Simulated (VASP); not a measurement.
# ZnO (P6_3mc) in VASP: phonons with LDA

Aim: the phonons of ZnO with LDA.

Everything below comes from runs of VASP 6.6.1. Logs are shortened: lines on timing, memory, paths and dates and some standing lists are left out, and cuts for length are marked.

## Step 1: Starting point

It takes space group P6_3mc (No. 186, hexagonal). The conventional cell has a = 3.249 Å, b = 3.249 Å, c = 5.206 Å, α = 90.00°, β = 90.00°, γ = 120.00°. Around Zn (site symmetry 3m) lie 4 O at 1.97 to 1.98 Å. O (site symmetry 3m) has 4 Zn at 1.97 to 1.98 Å as nearest neighbours.

## Step 2: Phonons, LDA

POSCAR reads:

```
ZnO
1.0
    3.2493080000      0.0000000000      0.0000000000
   -1.6246540000      2.8139832700      0.0000000000
    0.0000000000      0.0000000000      5.2057090000
Zn O
2 2
Direct
    0.3333333300      0.6666666700      0.5000000000
    0.6666666700      0.3333333300      0.0000000000
    0.6666666700      0.3333333300      0.3790100000
    0.3333333300      0.6666666700      0.8790100000
```

INCAR.step1 reads:

```
ALGO     = Fast           # electronic algorithm
EDIFF    = 1E-8           # SCF threshold, eV
EDIFFG   = -0.002         # ionic threshold
ENCUT    = 600            # plane-wave cutoff, eV
GGA      = CA             # functional
IBRION   = 2              # ionic algorithm
ISIF     = 3              # what is computed and relaxed
ISMEAR   = 0              # smearing method
LASPH    = T              # aspherical terms in the spheres
LCHARG   = F              # write CHGCAR
LREAL    = F              # projectors in reciprocal space
LWAVE    = F              # write WAVECAR
NELM     = 60             # most SCF steps
NSW      = 40             # ionic steps
PREC     = Accurate       # precision mode
SIGMA    = 0.02           # smearing width, eV
```

INCAR.step2 reads:

```
ALGO     = Fast           # electronic algorithm
EDIFF    = 1E-8           # SCF threshold, eV
ENCUT    = 600            # plane-wave cutoff, eV
GGA      = CA             # functional
IBRION   = 6              # ionic algorithm
ISIF     = 2              # what is computed and relaxed
ISMEAR   = 0              # smearing method
LASPH    = T              # aspherical terms in the spheres
LCHARG   = F              # write CHGCAR
LREAL    = F              # projectors in reciprocal space
LWAVE    = F              # write WAVECAR
NELM     = 60             # most SCF steps
NFREE    = 2            
NSW      = 1              # ionic steps
POTIM    = 0.015          # step
PREC     = Accurate       # precision mode
SIGMA    = 0.02           # smearing width, eV
```

KPOINTS reads:

```
k-points
0
Gamma
  9 9 6
```

Potentials or basis: VASP PAW LDA potentials, release 64 (Zn, O).

Run with:

```sh
$ cat potpaw_LDA.64/Zn/POTCAR potpaw_LDA.64/O/POTCAR > POTCAR
$ cp INCAR.step1 INCAR
$ mpirun -np 1 vasp_std > vasp.out
$ cp CONTCAR POSCAR
$ cp INCAR.step2 INCAR
$ mpirun -np 1 vasp_std > vasp.out
```

OUTCAR:

```text
EDIFF = 1E-8
   ENCUT = 600
   GGA = CA
   IBRION = 6
   ISIF = 2
   ISMEAR = 0
   LASPH = T
   LREAL = F
   NELM = 60
   NFREE = 2
   NSW = 1
   POTIM = 0.015
   PREC = Accurate

 ion  position               nearest neighbor table
   1  0.333  0.667  0.500-   3 1.95   3 1.95   3 1.95   4 1.95
   2  0.667  0.333  0.000-   4 1.95   4 1.95   4 1.95   3 1.95
   3  0.667  0.333  0.379-   1 1.95   1 1.95   1 1.95   2 1.95
   4  0.333  0.667  0.879-   2 1.95   2 1.95   2 1.95   1 1.95

  LATTYP: Found a hexagonal cell.
 ALAT       =     3.1937140999
 C/A-ratio  =     1.6169034430

  Lattice vectors:

 A1 = (   3.1937140999,   0.0000000000,   0.0000000000)
 A2 = (  -1.5968570500,   2.7658375404,   0.0000000000)
 A3 = (   0.0000000000,   0.0000000000,   5.1639273240)

Analysis of symmetry for initial positions (statically):
=====================================================================
 Subroutine PRICEL returns:
 Original cell was already a primitive cell.

 Routine SETGRP: Setting up the symmetry group for a
 hexagonal supercell.

 Subroutine GETGRP returns: Found 12 space group operations
 (whereof  6 operations were pure point group operations)
 out of a pool of 24 trial point group operations.

The static configuration has the point symmetry C_3v.
 The point group associated with its full space group is C_6v.

Analysis of symmetry for dynamics (positions and initial velocities):
=====================================================================
 Subroutine PRICEL returns:
 Original cell was already a primitive cell.

 Routine SETGRP: Setting up the symmetry group for a
 hexagonal supercell.

 Subroutine GETGRP returns: Found 12 space group operations
 (whereof  6 operations were pure point group operations)
 out of a pool of 24 trial point group operations.

The dynamic configuration has the point symmetry C_3v.
 The point group associated with its full space group is C_6v.

 Subroutine INISYM returns: Found 12 space group operations
 (whereof  6 operations are pure point group operations),
 and found     1 'primitive' translations

----------------------------------------------------------------------------------------

                                     Primitive cell

  volume of cell :      45.6145

  direct lattice vectors                    reciprocal lattice vectors
     3.193714100  0.000000000  0.000000000     0.313115066  0.180777068  0.000000000
    -1.596857050  2.765837540  0.000000000     0.000000000  0.361554135  0.000000000
     0.000000000  0.000000000  5.163927324     0.000000000  0.000000000  0.193651060

  length of vectors
     3.193714100  3.193714098  5.163927324     0.361554135  0.361554135  0.193651060

  position of ions in fractional coordinates (direct lattice)
     0.333333330  0.666666670  0.500317457
     0.666666670  0.333333330  0.000317457
     0.666666670  0.333333330  0.378692543
     0.333333330  0.666666670  0.878692543

  ion indices of the primitive-cell ions
   primitive index   ion index
                 1           1
                 2           2
                 3           3
                 4           4

----------------------------------------------------------------------------------------

 KPOINTS: k-points

Automatic generation of k-mesh.
 Grid dimensions read from file:
 generate k-points for:    9    9    6

 Generating k-lattice:

[... 60 lines left out ...]
   NELM   =     60;   NELMIN=  2; NELMDL=  0     # of ELM steps
   EDIFF  = 0.1E-07   stopping-criterion for ELM
   LREAL  =      F    real-space projection
   EDIFFG = 0.1E-06   stopping-criterion for IOM
   NSW    =     85    number of steps for IOM
   IBRION =      6    ionic relax: 0-MD 1-quasi-New 2-CG
   NFREE  =      2    steps in history (QN), initial steepest desc. (CG)
   ISIF   =      2    stress and relaxation
   ISYM   =      2    0-nonsym 1-usesym 2-fastsym
   POTIM  = 0.0150    time-step for ionic-motion
   TEBEG  =    0.0;   TEEND  =   0.0 temperature during run
   PSTRESS=    0.0 pullay stress
   NELECT =      36.0000    total number of electrons
   NUPDOWN=      -1.0000    fix difference up-down
   EMIN   =  10.00;   EMAX   =-10.00  energy-range for DOS
   EFERMI =   0.00;   METHOD = LEGACY
   ISMEAR =     0;   SIGMA  =   0.02  broadening in eV -4-tet -1-fermi 0-gaus
   EFERMI_NEDOS =   21; number of points for ismear=-14 and -15
   IALGO  =     68    algorithm
   IMIX   =      4    mixing-type and parameters
     AMIX     =   0.40;   BMIX     =  1.00
     AMIX_MAG =   1.60;   BMIX_MAG =  1.00
  volume/ion in A,a.u.               =      11.40        76.96
  Fermi-wavevector in a.u.,A,eV,Ry     =   1.512892  2.858952 31.141607  2.288844
  Thomas-Fermi vector in A             =   2.622756
   LORBIT       =      0    0 simple, 1 ext, 2 COOP (PROOUT), +10 PAW based schemes
   GGA     = CA    functional components
   LHFCALC =     F    Hartree Fock is set to
   AEXX    =    0.0000 exact exchange contribution
   IVDW    =     0    specifies the selected vdW correction
   LEPSILON=     F    determine dielectric tensor
   LRPA    =     F    only Hartree local field effects (RPA)
 finite differences with symmetry
 non-spin polarized calculation
 RMM-DIIS sequential band-by-band and
 Gauss-broadening in eV      SIGMA  =   0.02
  energy-cutoff  :      600.00
  volume of cell :       45.61
 maximum number of plane-waves:      1542
 NGX is ok and might be reduce to    28
   NGX = 13   NGY = 13   NGZ = 21

--------------------------------------- Ionic step        1  -------------------------------------------

 number of electron      35.9999999 magnetization

 Free energy of the ion-electron system (eV)
  ---------------------------------------------------
  ext. energy  EPLUGINS =         0.00000000
  ---------------------------------------------------
  free energy    TOTEN  =       -21.16324808 eV

  energy without entropy =      -21.16324808  energy(sigma->0) =      -21.16324808

------------------------ aborting loop because EDIFF is reached ----------------------------------------

  FORCE on cell =-STRESS in cart. coord.  units (eV):
  Direction    XX          YY          ZZ          XY          YZ          ZX
  --------------------------------------------------------------------------------------
  -------------------------------------------------------------------------------------
  Total        0.0042940      0.0042940      0.0030669      0.0000000      0.0000000      0.0000000
  in kB        0.1508247      0.1508247      0.1077225      0.0000000      0.0000000      0.0000000
  external PRESSURE =       0.1364573 kB  Pullay stress =       0.0000000 kB
[... 291 lines left out ...]
--------------------------------------- Ionic step        9  -------------------------------------------

 number of electron      36.0000001 magnetization

 Free energy of the ion-electron system (eV)
  ---------------------------------------------------
  ext. energy  EPLUGINS =         0.00000000
  ---------------------------------------------------
  free energy    TOTEN  =       -21.16179766 eV

  energy without entropy =      -21.16179766  energy(sigma->0) =      -21.16179766

 E-fermi :   1.4332     XC(G=0): -11.6911

 val. band max:        1.2843881044   @ k =   0.0000   0.0000   0.0000
 cond. band min:       2.0848907104   @ k =   0.0000   0.0000   0.0000
 fundamental gap:      0.8005026060
 Fermi energy:         1.4332245490

 k-point     1 :       0.0000    0.0000    0.0000
  band No.  band energies     occupation
      1     -16.8815      2.00000
      2     -16.0478      2.00000
      3      -4.7984      2.00000
      4      -4.7023      2.00000
      5      -4.7023      2.00000
      6      -4.6871      2.00000
[... 589 lines left out ...]
     21       9.1841      0.00000
     22       9.3638      0.00000

 [... further k-points ...]
[... 5 lines left out ...]
  --------------------------------------------------------------------------------------
  -------------------------------------------------------------------------------------
  Total       -0.0672719     -0.0672719      0.1679512      0.0000000      0.0000000      0.0000000
  in kB       -2.3628793     -2.3628793      5.8991680      0.0000000      0.0000000      0.0000000
  external PRESSURE =       0.3911365 kB  Pullay stress =       0.0000000 kB
[... 19 lines left out ...]
  FREE ENERGIE OF THE ION-ELECTRON SYSTEM (eV)
  ---------------------------------------------------
  free  energy   TOTEN  =       -21.1617976637 eV

  energy  without entropy=      -21.1617976637  energy(sigma->0) =      -21.16179766

 INTERNAL STRAIN TENSORS FROM DISPLACED ATOMS
 ============================================

 INTERNAL STRAIN TENSOR FOR ION    1 for displacements in x,y,z  (eV/Angst):
          X           Y           Z          XY          YZ          ZX
  --------------------------------------------------------------------------------
  x     0.00000     0.00000    -0.00000    -8.00204     0.00000    -5.10565
  y    -8.00204     8.00204     0.00000     0.00000    -5.10565     0.00000
  z    -5.14008    -5.14008    10.11652     0.00000     0.00000     0.00000

 INTERNAL STRAIN TENSOR FOR ION    4 for displacements in x,y,z  (eV/Angst):
          X           Y           Z          XY          YZ          ZX
  --------------------------------------------------------------------------------
  x     0.00000     0.00000     0.00000    -8.99143    -0.00000     5.10563
  y    -8.99143     8.99143    -0.00000     0.00000     5.10563     0.00000
  z     5.22818     5.22818   -10.04222     0.00000     0.00000     0.00000

 Eigenvectors and eigenvalues of the dynamical matrix
 ----------------------------------------------------

   1 f  =   16.678572 THz   104.794556 2PiTHz  556.337265 cm-1    68.976999 meV
             X         Y         Z           dx          dy          dz
     -0.000000  1.843892  2.583603     0.000000    0.000000   -0.097208
      1.596857  0.921946  0.001639    -0.000000   -0.000000    0.097208
      1.596857  0.921946  1.955541    -0.000000   -0.000000   -0.700393
     -0.000000  1.843892  4.537504     0.000000    0.000000    0.700393
[... 71 lines left out ...]
  12 f/i=    0.006661 THz     0.041850 2PiTHz    0.222175 cm-1     0.027546 meV
             X         Y         Z           dx          dy          dz
     -0.000000  1.843892  2.583603    -0.000000   -0.000000    0.633628
      1.596857  0.921946  0.001639    -0.000000   -0.000000    0.633628
      1.596857  0.921946  1.955541    -0.000000   -0.000000    0.313871
     -0.000000  1.843892  4.537504    -0.000000   -0.000000    0.313871

 ELASTIC MODULI CONTR FROM IONIC RELAXATION (kBar)
 Direction    XX          YY          ZZ          XY          YZ          ZX
 --------------------------------------------------------------------------------
 XX        -834.7593    326.6770    493.9298     -0.0000      0.0000     -0.0000
 YY         326.6770   -834.7593    493.9298      0.0000     -0.0000      0.0000
 ZZ         493.9298    493.9298   -960.3429     -0.0000      0.0000      0.0000
 XY          -0.0000      0.0000     -0.0000   -580.7181     -0.0000      0.0000
 YZ           0.0000     -0.0000      0.0000     -0.0000   -225.2770     -0.0000
 ZX          -0.0000      0.0000      0.0000      0.0000     -0.0000   -225.2771
 --------------------------------------------------------------------------------
```

It took 24 min on 1 thread of Intel Xeon Platinum 8559C (Emerald Rapids), shared host; peak memory 0.5 GiB.

What came out:

| Quantity | Value |
| --- | --- |
| Relaxed volume | 11.40 Å³/atom |
| Relaxed cell | a = 3.194 Å, b = 3.194 Å, c = 5.164 Å, α = 90.00°, β = 90.00°, γ = 120.00° |
| Space group after relaxing (to 0.05 Å) | P6_3mc (No. 186) |
| Highest phonon frequency at Γ, LO-TO splitting left out | 556 cm⁻¹ |

Step by step:
```tsv
step	energy change (eV)	largest force (eV/Å)	pressure (GPa)	volume (Å³)
1	0.0000	0.0553	-6.23	47.60
2	-0.0264	0.0408	4.32	44.48
3	-0.0413	0.0025	0.03	45.61
4	-0.0413	0.0012	0.17	45.57
5	-0.0414	0.0205	0.13	45.58
6	-0.0414	0.0221	0.14	45.58
7	-0.0415	0.0136	-0.11	45.64
8	-0.0415	0.0126	-0.13	45.65
9	-0.0416	0.0019	-0.05	45.63
10	-0.0416	0.0059	0.01	45.61
11	-0.0416	0.0002	0.05	45.60
12	-0.0416	0.0004	0.06	45.60
13	-0.0416	0.0011	-0.05	45.63
14	-0.0416	0.0003	0.01	45.61
```

Final structure:
```cif
data_structure
_symmetry_space_group_name_H-M 'P 1'
_symmetry_Int_Tables_number 1
_cell_length_a 3.1937
_cell_length_b 3.1937
_cell_length_c 5.1639
_cell_angle_alpha 90.000
_cell_angle_beta 90.000
_cell_angle_gamma 120.000
_cell_volume 45.61
loop_
_atom_site_label
_atom_site_type_symbol
_atom_site_fract_x
_atom_site_fract_y
_atom_site_fract_z
_atom_site_occupancy
Zn1 Zn 0.33333 0.66667 0.50032 1
Zn2 Zn 0.66667 0.33333 0.00032 1
O1 O 0.66667 0.33333 0.37869 1
O2 O 0.33333 0.66667 0.87869 1
```

Phonon frequencies in cm⁻¹ (negative: imaginary):
```csv
q point,frequencies
"(0.000, 0.000, 0.000)",0 0 0 90 90 263 396 415 415 447 447 556
```
